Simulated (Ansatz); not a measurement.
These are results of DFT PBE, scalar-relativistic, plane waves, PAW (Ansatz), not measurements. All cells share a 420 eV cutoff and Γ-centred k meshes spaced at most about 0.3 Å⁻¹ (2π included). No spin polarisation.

These are static total energies at zero pressure.

Two forms of NaI were relaxed alike.

A.

```
CELL_PARAMETERS angstrom
2.23958 -7.88100 0.00000
2.23958 7.88100 0.00000
0.00000 0.00000 4.53039
ATOMIC_POSITIONS crystal
Na 0.84047 0.15953 0.75000
Na 0.15953 0.84047 0.25000
I 0.63791 0.36209 0.75000
I 0.36209 0.63791 0.25000
```

B.

```
CELL_PARAMETERS angstrom
0.00000 3.26410 3.26410
3.26410 0.00000 3.26410
3.26410 3.26410 0.00000
ATOMIC_POSITIONS crystal
Na 0.00000 0.00000 0.00000
I 0.50000 0.50000 0.50000
```

Task: Which is lower in energy, and by how much?

Result: B is lower, by 46 meV/atom. A has space group Cmcm (No. 63), 40.0 Å³/atom and a gap of 3.55 eV on its mesh; B has the rock salt type, space group Fm-3m (No. 225), 34.8 Å³/atom and a gap of 3.58 eV. Counting I atoms around Na (those within 1.25 times the shortest such distance or 1.15 times the sum of covalent radii, 1.27 where that leaves under three), A has Na 5 and B has Na 6. In A, Na has 5 I at 3.19–3.20 Å; I has 5 Na at 3.19–3.20 Å. In B, Na is surrounded by 6 I at 3.26 Å; around I lie 6 Na at 3.26 Å. Origin: A, invented; B, reached from a cell as deposited in COD, among other starts. Shaken at random and relaxed again, B came back. Checks on B: no imaginary mode on a 4×4×4 q mesh.

No dispersion correction is applied, so the spacing and binding between layers, chains or molecules are poorly described (Cmcm), and this can change margins and order among such cells. These runs have no spin–orbit coupling, which can matter for I. Kohn–Sham gaps at this level usually fall short of measured ones. The missing spin–orbit coupling can work the other way here. Cells without such a test can be saddle points.
